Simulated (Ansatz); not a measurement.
hcp against fcc along the 3d metals

All numbers below come from Ansatz 0.2.0, DFT, PBE, plane waves (420 eV) with PAW, scalar-relativistic.

Each structure is relaxed within its symmetry, in the lowest magnetic state of the tried starts. Differences under about 8 meV lie within the error of the k-point mesh.

```csv
element,E(hcp) − E(fcc) (meV/atom),V(hcp) (Å³/atom),V(fcc) (Å³/atom),state of hcp,state of fcc
Sc,-49,24.73,24.75,spin not included,spin not included
Ti,?,?,?,?,?
V,11,13.84,13.90,non-magnetic,non-magnetic
Mn,20,10.74,11.44,antiferromagnetic,antiferromagnetic
Co,-16,10.84,10.92,ferromagnetic,ferromagnetic
Ni,27,10.93,10.90,ferromagnetic,ferromagnetic
Cu,9,11.98,11.95,spin not included,spin not included
Zn,-23,15.15,15.19,spin not included,spin not included
```

Fill in the row of Ti.

E(hcp) − E(fcc) (meV/atom): -58; V(hcp) (Å³/atom): 17.40; V(fcc) (Å³/atom): 17.42; state of hcp: non-magnetic; state of fcc: spin not included.
